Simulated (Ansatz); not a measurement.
Run this with Ansatz 0.2.0, Python API and show what comes out.

`POSCAR_mgte`
```text
MgTe
1.0
   4.52000000    0.00000000    0.00000000
  -2.26000000    3.91443483    0.00000000
   0.00000000    0.00000000    7.33000000
Mg Te
2 2
Direct
   0.33333333    0.66666667    0.00000000
   0.66666667    0.33333333    0.50000000
   0.33333333    0.66666667    0.38500000
   0.66666667    0.33333333    0.88500000
```

`survey.py`
```python
from pathlib import Path

import ansatz as az
from ase.io import read
import matplotlib.pyplot as plt
import numpy as np


def main() -> None:
    atoms = read("POSCAR_mgte", format="vasp")
    crystal = az.Crystal.from_ase(atoms)

    base = (
        crystal.calculation()
        .occupations(az.OccupationsMethod.FIXED)
        .basis(450)
        .functional("pbesol")
        .kpoints(5, 5, 3, center="gamma")
        .pseudopotentials("paw")
        .scf(max_iterations=90)
        .compute(density=True, potential=True, electron_localization_function=True, output_files={"volumetric_format": "npy"}, bader_charges=True, band_table=True, density_of_states={"energy_step": 0.1, "projected": True})
    )
    def show(event):
        row = event["data"]
        if event["event"] == "scf_iter" and row.get("harris_foulkes_ev") is not None:
            print(f"  iteration {row['iter']:3d}  Harris-Foulkes {row['harris_foulkes_ev']:.5f} eV  residual {row['dr2_ev']:.2e}")


    outcome = base.session().plan().execute(on_event=show)
    r = outcome.report

    print("%-22s %14.5f eV" % ("F = E - TS", r["free_energy_ev"]))
    print("%-22s %14.5f eV" % ("E", r["internal_energy_ev"]))
    print("%-22s %14.5f eV" % ("Harris-Foulkes", r["harris_foulkes_ev"]))
    print("%-22s %14.5f eV" % ("Fermi level", r["fermi_energy_ev"]))

    folder = Path(outcome.write_results("fields"))
    print("densities in e/A^3, potentials in eV, ELF without unit")
    for name in sorted(p.name for p in folder.glob("*.npy")):
        field = np.load(folder / name)
        print(f"{name:16s} {str(field.shape):16s} min {field.min():10.4f}  mean {field.mean():10.4f}  max {field.max():10.4f}")

    charges = outcome.bader_charges()
    for atom in charges.atoms:
        print(f"Bader charge {atom.symbol:2s} {atom.partial_charge_e:+.3f} e")

    for term in (az.EnergyTerm.SMEARING, az.EnergyTerm.DISPERSION):
        print(f"F without {term.name.lower()}: {az.free_energy_without(r, term):.5f} eV")

    levels = np.array(r["eigenvalues_ev"])
    filled = round(r["n_electrons"] / 2)
    top, bottom = levels[:, filled - 1], levels[:, filled]
    print("top of band", filled, "at k =", r["kpoints_frac"][top.argmax()], f"{top.max():.4f} eV")
    print("bottom of band", filled + 1, "at k =", r["kpoints_frac"][bottom.argmin()], f"{bottom.min():.4f} eV")
    print(f"gap by band count {bottom.min() - top.max():.3f} eV, least direct gap {(bottom - top).min():.3f} eV")

    dos = outcome.density_of_states()
    energy = np.asarray(dos.energies_ev) - dos.fermi_ev
    projected = outcome.projected_density_of_states()
    fig, ax = plt.subplots(figsize=(5, 3.4))
    for name in sorted({site.species for site in projected.sites}):
        curve = sum(np.sum(part.g_bin_mean_per_ev, axis=0) for site in projected.sites if site.species == name for shell in site.shells for part in shell.curves)
        ax.plot(energy, curve, label=name)
        window = (energy > -4) & (energy <= 0)
        print(f"{name}: {curve[window].sum() * (energy[1] - energy[0]):.3f} projected states in the 4 eV under E_F")
    ax.set(xlim=(-8, 6), xlabel="E - E_F (eV)", ylabel="states/eV")
    ax.legend()
    fig.savefig("pdos.png", dpi=100)


if __name__ == "__main__":
    main()
```

```console
$ python survey.py
  iteration   1  Harris-Foulkes -17630.40428 eV  residual 6.43e-03
  iteration   2  Harris-Foulkes -17630.40055 eV  residual 1.90e-03
  iteration   3  Harris-Foulkes -17630.40046 eV  residual 1.21e-04
  iteration   4  Harris-Foulkes -17630.40053 eV  residual 1.94e-05
  iteration   5  Harris-Foulkes -17630.40053 eV  residual 1.19e-06
  iteration   6  Harris-Foulkes -17630.40053 eV  residual 8.11e-08
F = E - TS               -17630.40053 eV
E                        -17630.40053 eV
Harris-Foulkes           -17630.40053 eV
Fermi level                   4.72074 eV
densities in e/A^3, potentials in eV, ELF without unit
elf.npy          (32, 32, 54)     min     0.0041  mean     0.3170  max     0.8376
rho.npy          (32, 32, 54)     min     0.0068  mean     0.4010  max    29.9467
v_es.npy         (32, 32, 54)     min   -94.5751  mean     4.7844  max   101.2208
v_tot.npy        (32, 32, 54)     min  -113.0416  mean    -3.3269  max    78.6986
Bader charge Mg +1.540 e
Bader charge Mg +1.540 e
Bader charge Te -1.540 e
Bader charge Te -1.540 e
F without smearing: -17630.40053 eV
F without dispersion: -17630.40053 eV
top of band 26 at k = [0.0, 0.0, 0.0] 4.7207 eV
bottom of band 27 at k = [0.0, 0.0, 0.0] 7.1526 eV
gap by band count 2.432 eV, least direct gap 2.432 eV
Mg: 0.972 projected states in the 4 eV under E_F
Te: 10.756 projected states in the 4 eV under E_F
```

Total energies depend on the potentials; only differences at equal settings carry meaning. A total without «per atom» is that of the cell as typed. Along an axis with an odd division the mesh misses the point at one half; a gap read on a finite mesh is an upper bound on this functional's gap. Semilocal gaps usually lie well under measured ones. Under fixed occupations the level called the Fermi level is the highest filled one on the SCF mesh; off the mesh a filled band can lie a little above it. The zero of the levels is a convention of the potentials, so an absolute Fermi energy is no work function. Projections exist only for the shells that the potentials hold, some of them semicore, and samples at single energies can miss narrow peaks. The crystal has a gap of about 2.43 eV on the mesh; bins of finite width blur the band edges. Densities and potentials on the grid are those of the valence electrons, and inside the cores they hang on the potentials used. The starting cell is as deposited in a crystallographic database; the results hold for this polymorph, which needn't be the stable one. Levels are Kohn-Sham eigenvalues on this mesh, without spin-orbit coupling. The computed bands are complete only to about 5.7 eV above the Fermi level; beyond that the density of states is undercounted. Hardware and time: 32 s on 1 thread of Arm Neoverse V2, on a shared host, peak memory 0.47 GiB.

(Lines on the test bed's own set-up are left out of the output.)
